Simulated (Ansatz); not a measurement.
System: PbTe (rock salt type), 2 atoms in the cell.

Computed with Ansatz, PBE, all-electron LAPW, point nucleus.

k-mesh 8×8×8 Γ-centred; Fermi–Dirac smearing of 0.1 eV; no spin polarisation; no spin–orbit coupling.

```
CELL_PARAMETERS angstrom
0.00000 3.28500 3.28500
3.28500 0.00000 3.28500
3.28500 3.28500 0.00000
ATOMIC_POSITIONS crystal
Pb 0.00000 0.00000 0.00000
Te 0.50000 0.50000 0.50000
```

Problem. Is the cell under compression or tension, and by how much?

Solution. The pressure is 0.00 GPa, close to zero.

Spin–orbit coupling is left out, which matters for 6p elements such as Tl, Pb and Bi.
